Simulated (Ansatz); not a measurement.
# CdSe (Cadmoselite): the PBE gap against the k mesh of the density

Aim: see how gap, energy and time of CdSe (Cadmoselite) follow the k mesh of the density.

Calculated with Ansatz 0.2.0; DFT, PBE, plane waves, PAW.

The database entry behind the starting cell differs from later determinations by our own check (inner coordinate of an old entry), so it need not match the best structure at ambient conditions.

## (1) The structure

Symmetry: P6_3mc, No. 186, hexagonal system. Conventional cell: a = 4.300 Å, b = 4.300 Å, c = 7.020 Å, α = 90.00°, β = 90.00°, γ = 120.00°. Cd has 4 Se at 2.61 to 2.70 Å nearest. Nearest to Se lie 4 Cd at 2.61 to 2.70 Å. Farther neighbours and most contacts between anions are not listed.

The cell and positions come from the Crystallography Open Database and are kept as given unless a step says otherwise. The default PAW set here is soft_2. Its files were made with PBE.

## (2) k mesh of the density: 3×3×2

input.yaml

```yaml
crystal:
  lattice:
    - [4.3, 0.0, 0.0]
    - [-2.15, 3.7239092363, 0.0]
    - [0.0, 0.0, 7.02]
  atoms:
    - { symbol: Cd, position: [0.3333333333, 0.6666666667, 0.0] }
    - { symbol: Cd, position: [0.6666666667, 0.3333333333, 0.5] }
    - { symbol: Se, position: [0.3333333333, 0.6666666667, 0.385] }
    - { symbol: Se, position: [0.6666666667, 0.3333333333, 0.885] }
kpoints:
  mp_grid: { grid: [3, 3, 2] }
  band_path:
    path:
      - [0.0, 0.0, 0.0]
      - [0.5, 0.0, 0.0]
      - [0.33333333, 0.33333333, 0.0]
      - [0.0, 0.0, 0.5]
      - [0.5, 0.0, 0.5]
      - [0.33333333, 0.33333333, 0.5]
    npoints: 1
hamiltonian:
  xc: pbe
scf:
  occupations: { method: fixed }
  n_extra_bands: 5
output:
  eigenvalues: true
```

Command:

```sh
$ ansatz run input.yaml --threads 3 --pin off --max-ram 92160MiB --backend cuda --events-out ev --progress --plain --runs-dir out --devices 1 --max-vram 13GiB
```

Numbers of over 12 decimals in the logs are rounded to 6 here.

The log of the run:

```text
scf.n_extra_bands = 5 over 36 filled bands (N_el = 72.0): the run solves 41 bands
GPUs: using 1 of 1 available (devices: 1).
Engine: ansatz 0.2.0, x86_64-unknown-linux-gnu
Pseudopotentials: kind: paw
Pseudopotential: Cd, paw, valence charge 20, recommended cutoff 420 eV (normal), Cd.paw.azcp
Pseudopotential: Se, paw, valence charge 16, recommended cutoff 420 eV (normal), Se.paw.azcp
Functional definition: PBE
  parameter kappa = 0.804
  parameter beta = 0.066725
  exchange = pbe_x(kappa = kappa, mu = beta*pi^2/3)
  correlation = pbe_c(beta = beta)
device memory: the entry about to start is reckoned to put 2.8 GiB on a device that reports 39.5 GiB free (of which the cap on the GPU budget leaves the run 13.0 GiB)
GPU FFT provider: cuFFT
GPU libraries: cuBLAS 13.8.2, cuFFT 12.4.0, cuSOLVER 12.3.4
Crystal: 4 atoms, lattice volume = 112.410 Å³
Basis set: ecut = 420 eV, 2189 PW (Γ)
Bands: 41, of which v1, the nominal top of the filled ones, is band 36 counted from 1 (35 counted from 0)
Symmetry: 12 space group operations
Space group: P63mc (ITA 186), of the structure as read, at distance tolerance 4.8e-5 Å
k-points: 6 of 18
Non-local potential: Cd, projectors of the file, l = 0: 3, l = 1: 2, l = 2: 2, l = 3: 1
Non-local potential: Se, projectors of the file, l = 0: 2, l = 1: 2, l = 2: 3, l = 3: 1
PAW form: soft (Blöchl's): semilocal exchange-correlation on the pseudo side does not see the compensation charge
PAW one-centre angular grid: Cd, 590 points (default); XC on 64 Gauss nodes
PAW one-centre angular grid: Se, 590 points (default); XC on 64 Gauss nodes
Initial density: superposition of atomic densities (neutral atoms: chi_scale 0, normalization atom), corrected by the library's trained network
Initial wavefunctions: pseudopotential atomic-orbital guess
GPU buffer pool allocated for 43200 grid points (all kernels)
GPU transforms: local potential and band sums: pruned to the plane-wave sphere, on 30×30×48
Functional: x = pbe(κ = 0.804, μ = 0.219515), c = pbe(β = 0.066725)
SCF iter   1: F=—  HF=-27449.289101 eV  |F-HF|=—  |Δ(HF+E_count)|=         —  Δρ=1.32e-3  dr2=2.28e-3  ethr=1.77e-3  ⟨swp⟩=4.7  Hψ=755  notcnv=0  defer=16
preconditioner: auto → Resta (q_TF=auto, 2.533 Å⁻¹)  ε∞=4.6  [insulator: Δε(μ)=0.690 eV  Ē_g=11.135 eV  n_scr=34 (ndim 8)  ℏωp=21.0 eV  f_vac=0.201  ε∞_Penn≈4.6]
SCF iter   2: F=—  HF=-27449.290214 eV  |F-HF|=—  |Δ(HF+E_count)|=   1.11e-3  Δρ=6.78e-4  dr2=5.54e-4  ethr=3.16e-6  ⟨swp⟩=2.2  Hψ=418  notcnv=0  defer=17
SCF iter   3: F=—  HF=-27449.290719 eV  |F-HF|=—  |Δ(HF+E_count)|=   5.05e-4  Δρ=2.12e-4  dr2=7.07e-5  ethr=7.69e-7  ⟨swp⟩=2.0  Hψ=421  notcnv=0  defer=17
SCF iter   4: F=—  HF=-27449.291530 eV  |F-HF|=—  |Δ(HF+E_count)|=   8.11e-4  Δρ=7.72e-5  dr2=1.04e-5  ethr=9.82e-8  ⟨swp⟩=2.0  Hψ=408  notcnv=0  defer=7
SCF iter   5: F=—  HF=-27449.291540 eV  |F-HF|=—  |Δ(HF+E_count)|=   1.01e-5  Δρ=3.00e-5  dr2=1.77e-6  ethr=1.45e-8  ⟨swp⟩=2.0  Hψ=348  notcnv=0  defer=11
SCF iter   6: F=—  HF=-27449.291543 eV  |F-HF|=—  |Δ(HF+E_count)|=   2.75e-6  Δρ=1.16e-5  dr2=2.09e-7  ethr=2.46e-9  ⟨swp⟩=2.2  Hψ=364  notcnv=0  defer=11
SCF iter   7: F=-27449.291543 eV  HF=-27449.291543 eV  |F-HF|=4.36e-8  |Δ(HF+E_count)|=   2.36e-7  Δρ=6.46e-6  dr2=4.41e-8  ethr=1.39e-10  ⟨swp⟩=8.5  Hψ=887  notcnv=0
SCF 1 converged in 7 iterations: F = -27449.291543 eV  dr2 = 4.41e-8
[...]
device memory: the entry about to start is reckoned to put 1.7 GiB on a device that reports 39.3 GiB free (of which the cap on the GPU budget leaves the run 13.0 GiB)
NSCF: frozen V_eff on 6 k-points
SCF converged after 7 iterations
Free energy (F): -27449.291543 eV
Harris-Foulkes:  -27449.291543 eV  (|F-HF|=4.36e-8)
Internal energy: -27449.291543 eV  (E = F + TS)
E sigma→0 (E₀):  -27449.291543 eV
Fermi energy:    7.524795 eV
--- Per-component energies (eV) ---
  E_band       = -1776.581408
  E_kinetic    = 1249.003087
  E_local      = -12779.228655  (includes V_loc(G=0)·N_el)
  E_nonlocal   = -1124.729842
  E_hartree    = 6080.510262
  E_xc         = -562.597939
  E_vxc        = -640.550214  (∫ρ·V_xc dr)
  E_paw        = -11989.244537  (= ΣΔE_a)
  E_vpaw       = -642.104777  (= ΣTr[D̂ρ^β])
  E_aug_tail   = -0.001150  (compensation charges beyond the density's cutoff)
  E_ewald      = -8323.002769
  E_smearing   = -0.000000  (= −TS)
  E_closure    = -0.000000  (closes the sum)
  Σ components = -27449.291543   (vs F -27449.291543, Δ=0.00e0)
--- Band table (eV; the first three rows and the last of 6) ---
  k-point 0: bands = [... 32 lower, 6.8051, 7.5075, 7.5248, 7.5248, 8.2028, 9.6140, 13.3786, 13.3786, ... 1 higher]
  k-point 1: bands = [... 32 lower, 7.1498, 7.1498, 7.1498, 7.1498, 9.8383, 9.8383, 13.3230, 13.3230, ... 1 higher]
  k-point 2: bands = [... 32 lower, 4.8719, 5.9101, 6.7502, 6.8882, 10.5149, 10.9231, 12.6067, 13.3462, ... 1 higher]
  k-point 5: bands = [... 32 lower, 5.0316, 5.0316, 6.4609, 6.4609, 11.2966, 11.2966, 13.4253, 13.4253, ... 1 higher]
```

It took 10 s on 1 × NVIDIA H100 80GB HBM3 (shared by 6 runs) with 3 threads of AMD EPYC 7R13 (Zen 3), shared host; peak memory 0.93 GiB.

The column dr2 measures how far the density is from self-consistency, as an energy; F and HF (Harris–Foulkes) agree once it is small.

This step gave:

* gap: 0.6781 eV
* valence top at: Γ
* conduction bottom at: Γ
* least direct gap: 0.6781 eV

The gap is direct, at Γ.

## (3) k mesh of the density: 6×6×2

Changes to input.yaml since step 2:

```diff
@@ -11,3 +11,3 @@
 kpoints:
-  mp_grid: { grid: [3, 3, 2] }
+  mp_grid: { grid: [6, 6, 2] }
   band_path:
```

The log of the run:

```text
[...]
GPUs: using 1 of 1 available (devices: 1).
[...]
GPU FFT provider: cuFFT
GPU libraries: cuBLAS 13.8.2, cuFFT 12.4.0, cuSOLVER 12.3.4
Crystal: 4 atoms, lattice volume = 112.410 Å³
Basis set: ecut = 420 eV, 2189 PW (Γ)
Bands: 41, of which v1, the nominal top of the filled ones, is band 36 counted from 1 (35 counted from 0)
Symmetry: 12 space group operations
[...]
k-points: 14 of 72
[...]
--- Band table (eV; the first three rows and the last of 14) ---
  k-point 0: bands = [... 32 lower, 6.7613, 7.4679, 7.4769, 7.4769, 8.1799, 9.5996, 13.3658, 13.3658, ... 1 higher]
  k-point 1: bands = [... 32 lower, 7.1043, 7.1043, 7.1043, 7.1043, 9.8166, 9.8166, 13.2993, 13.2993, ... 1 higher]
  k-point 2: bands = [... 32 lower, 6.0577, 6.4284, 7.2612, 7.2807, 9.4951, 10.5858, 12.7607, 13.6857, ... 1 higher]
  k-point 13: bands = [... 32 lower, 4.9945, 4.9945, 6.4237, 6.4237, 11.2798, 11.2798, 13.3970, 13.3970, ... 1 higher]
[key lines of the parts left out:]
SCF converged after 7 iterations
Free energy (F): -27449.506470 eV
Fermi energy:    7.476923 eV
```

Wall time 11 s (1 × NVIDIA H100 80GB HBM3 (shared by 6 runs) with 3 threads); peak memory 0.93 GiB.

This step gave:

```yaml
gap: 0.7030 eV
valence_top_at: Γ
conduction_bottom_at: Γ
least_direct_gap: 0.7030 eV
```

The gap is 0.703 eV, +0.025 eV from the run before at this level.

## (4) k mesh of the density: 6×6×4 (the default)

input.yaml, the sections that differ from step 3:

```yaml
kpoints:
  mp_grid: { grid: [6, 6, 4] }
  band_path:
    path:
      - [[0.0, 0.0, 0.0], [0.5, 0.0, 0.0], [0.33333333, 0.33333333, 0.0], [0.0, 0.0, 0.0], [0.0, 0.0, 0.5], [0.5, 0.0, 0.5], [0.33333333, 0.33333333, 0.5], [0.0, 0.0, 0.5]]
      - [[0.5, 0.0, 0.5], [0.5, 0.0, 0.0]]
      - [[0.33333333, 0.33333333, 0.5], [0.33333333, 0.33333333, 0.0]]
    npoints: 10
scf:
  occupations: { method: fermi_dirac, width: 0.02 }
  n_extra_bands: 5
output:
  eigenvalues: true
  write_density: true
  write_potential: true
  elf: true
  volumetric_format: npy
# crystal, hamiltonian: as in step 3
```

The log of the run:

```text
[...]
GPUs: using 1 of 1 available (devices: 1).
[...]
GPU FFT provider: cuFFT
GPU libraries: cuBLAS 13.8.2, cuFFT 12.4.0, cuSOLVER 12.3.4
Crystal: 4 atoms, lattice volume = 112.410 Å³
Basis set: ecut = 420 eV, 2189 PW (Γ)
Bands: 41, of which v1, the nominal top of the filled ones, is band 36 counted from 1 (35 counted from 0)
Symmetry: 12 space group operations
[...]
--- Band table (eV; the first three rows and the last of 21) ---
  k-point 0: bands = [... 32 lower, 6.7624, 7.4667, 7.4783, 7.4783, 8.1802, 9.6002, 13.3664, 13.3664, ... 1 higher]
  k-point 1: bands = [... 32 lower, 6.8602, 6.8602, 7.3656, 7.3656, 9.2058, 9.7042, 13.1751, 13.4484, ... 1 higher]
  k-point 2: bands = [... 32 lower, 7.1055, 7.1055, 7.1055, 7.1055, 9.8171, 9.8171, 13.2984, 13.2984, ... 1 higher]
  k-point 20: bands = [... 32 lower, 4.9956, 4.9956, 6.4231, 6.4231, 11.2795, 11.2795, 13.3971, 13.3971, ... 1 higher]
[key lines of the parts left out:]
SCF converged after 7 iterations
Free energy (F): -27449.507910 eV
Fermi energy:    7.838686 eV
```

Run time: 8.4 s. Hardware: 1 × NVIDIA H100 80GB HBM3 (shared by 6 runs) with 3 threads; peak memory 0.92 GiB; 4.8 s of CPU time.

This step gave:

| Item | Value |
| --- | --- |
| gap | 0.7019 eV |
| valence top at | Γ |
| conduction bottom at | Γ |
| least direct gap | 0.7019 eV |

The gap is 0.702 eV, −0.001 eV from the run before at this level.

## (5) k mesh of the density: 12×12×6

input.yaml, the sections that differ from step 4:

```yaml
kpoints:
  mp_grid: { grid: [12, 12, 6] }
  band_path:
    path:
      - [0.0, 0.0, 0.0]
      - [0.5, 0.0, 0.0]
      - [0.33333333, 0.33333333, 0.0]
      - [0.0, 0.0, 0.5]
      - [0.5, 0.0, 0.5]
      - [0.33333333, 0.33333333, 0.5]
    npoints: 1
scf:
  occupations: { method: fixed }
  n_extra_bands: 5
output:
  eigenvalues: true
# crystal, hamiltonian: as in step 4
```

The log of the run:

```text
[...]
GPUs: using 1 of 1 available (devices: 1).
[...]
GPU FFT provider: cuFFT
GPU libraries: cuBLAS 13.8.2, cuFFT 12.4.0, cuSOLVER 12.3.4
Crystal: 4 atoms, lattice volume = 112.410 Å³
Basis set: ecut = 420 eV, 2189 PW (Γ)
Bands: 41, of which v1, the nominal top of the filled ones, is band 36 counted from 1 (35 counted from 0)
Symmetry: 12 space group operations
[...]
--- Band table (eV; the first three rows and the last of 76) ---
  k-point 0: bands = [... 32 lower, 6.7603, 7.4648, 7.4759, 7.4759, 8.1791, 9.5995, 13.3658, 13.3658, ... 1 higher]
  k-point 1: bands = [... 32 lower, 6.8047, 6.8047, 7.4241, 7.4241, 8.8179, 9.6485, 13.3653, 13.4004, ... 1 higher]
  k-point 2: bands = [... 32 lower, 6.9285, 6.9285, 7.2855, 7.2855, 9.5203, 9.7658, 13.0643, 13.5195, ... 1 higher]
  k-point 75: bands = [... 32 lower, 4.9938, 4.9938, 6.4213, 6.4213, 11.2787, 11.2787, 13.3956, 13.3956, ... 1 higher]
[key lines of the parts left out:]
SCF converged after 7 iterations
Free energy (F): -27449.512933 eV
Fermi energy:    7.475945 eV
```

It took 17 s on 1 × NVIDIA H100 80GB HBM3 (shared by 6 runs) with 3 threads; peak memory 0.94 GiB; 22 s of CPU time.

This step gave:

```yaml
gap: 0.7031 eV
valence_top_at: Γ
conduction_bottom_at: Γ
least_direct_gap: 0.7031 eV
```

The gap is 0.703 eV, +0.001 eV from the run before at this level.

## (6) The series

Differences are against the last row; a negative gap means that bands overlap, and a run with a band path holds that path's time. Times are wall times on 1 × NVIDIA H100 80GB HBM3 (shared by 6 runs) with 3 threads of AMD EPYC 7R13 (Zen 3), shared host, good to a factor of about two.

```
k mesh of the density  gap (eV)  direct gap (eV)  gap error (eV)  energy error (meV/atom)  irreducible k   time
                3×3×2     0.678            0.678          −0.025                    +55.3              6   10 s
                6×6×2     0.703            0.703         −0.0002                     +1.6             14   11 s
                6×6×4     0.702            0.702          −0.001                     +1.3             21  8.4 s
              12×12×6     0.703            0.703          +0.000                     +0.0             76   17 s
```

## (7) Summary of results

| Item | Value |
| --- | --- |
| 3×3×2 | 0.678 eV |
| 6×6×2 | 0.703 eV |
| 6×6×4 | 0.702 eV |
| 12×12×6 | 0.703 eV |

The gap holds to 0.02 eV from 6×6×2 on. At 3×3×2 the gap is off by −0.025 eV and the energy by +55 meV/atom. The gap is read over the mesh and added points near the edges, so meshes differ mainly through the density and, for a hybrid, the exchange operator.

[Paths, hosts, dates, memory and timing lines, banners, echoed tables and standing remarks are left out of the program output.]

[Logs are printed without paths, hosts, clocks, repeated set-up lines and the standing remarks that a program may print on its own settings, such as how far it seeks lower states.]

[Runs of the session that timed out or met a known fault of the program may be left out.]

[Cells called generated may have been cut or substituted from an entry of the Crystallography Open Database or the Materials Project.]

[Hosts, paths, dates, database ids (printed as entryN), source tags and the programs' standing remarks are cut or masked in the printed files.]
